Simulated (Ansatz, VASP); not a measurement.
# Ga3S2 in VASP and in Ansatz

```
CELL_PARAMETERS angstrom
4.84974 0.00000 0.00000
-2.42487 4.20000 0.00000
0.00000 0.00000 4.97544
ATOMIC_POSITIONS crystal
Ga 0.33333 0.66667 0.50000
Ga 0.66667 0.33333 0.50000
Ga 0.00000 0.00000 0.50000
S 0.33333 0.66667 0.00000
S 0.66667 0.33333 0.00000
```

Alike in both runs: functional PBE; k mesh 6 × 6 × 4; occupations gaussian, width 0.1 eV; no spin polarisation.

Ansatz relaxed the structure, and its values are those at the end. VASP's run is a single point on that final structure, the one shown.

|  | VASP | Ansatz |
| --- | --- | --- |
| version | VASP 6.6.1 | Ansatz 0.2.0 |
| potentials or method | VASP PAW PBE potentials, release 64 (Ga_d, S) | scalar-relativistic, plane waves, PAW |
| plane-wave cutoff (eV) | 520 | 420 |
| valence electrons in the cell | 51 | 51 |

|  | VASP | Ansatz | Ansatz less VASP |
| --- | --- | --- | --- |
| gap on the k mesh at the Fermi level (eV) | none | none | - |
| pressure (GPa) | 0.1 | 0.0 | -0.07 |

A gap of «none» marks a metal or a gap that the smearing closes.
